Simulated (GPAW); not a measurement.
ZnSiP2:

```xyz
8
Lattice="-2.6867 2.6867 5.2300 2.6867 -2.6867 5.2300 2.6867 2.6867 -5.2300" Properties=species:S:1:pos:R:3 pbc="T T T"
Zn    0.0000    2.6867    2.6150
Zn    0.0000    0.0000    0.0000
P     1.3434   -1.2504    3.9225
P     1.3434    3.9371   -1.3075
P     1.2504    1.3434    6.5375
P     1.4363    1.3434    1.3075
Si    2.6867    0.0000    2.6150
Si    0.0000    0.0000    5.2300
```

The cell is a database's computed one.

Base run:

* Program: GPAW 26.7.0
* Functional: PBEsol
* Potentials or basis: PAW data sets generated in the run's folder for this functional
* Cutoff: 600 eV
* Basis: pw
* k mesh: 5 × 5 × 5
* Occupations: fermi-dirac, width 0.05 eV
* Spin: no spin polarisation

Its results: band gap on the k mesh 1.19 eV, direct; pressure -0.4 GPa; largest force 0.182 eV/Å.

Question: The run is repeated on the same cell with these changes: functional from PBEsol to LDA; potentials or basis from PAW data sets generated in the run's folder for this functional to the program's PAW data sets (release 1.2.1) made for this functional. What comes out?

Answer: Band gap on the k mesh 1.19 eV, direct; pressure -2.7 GPa; largest force 0.265 eV/Å.
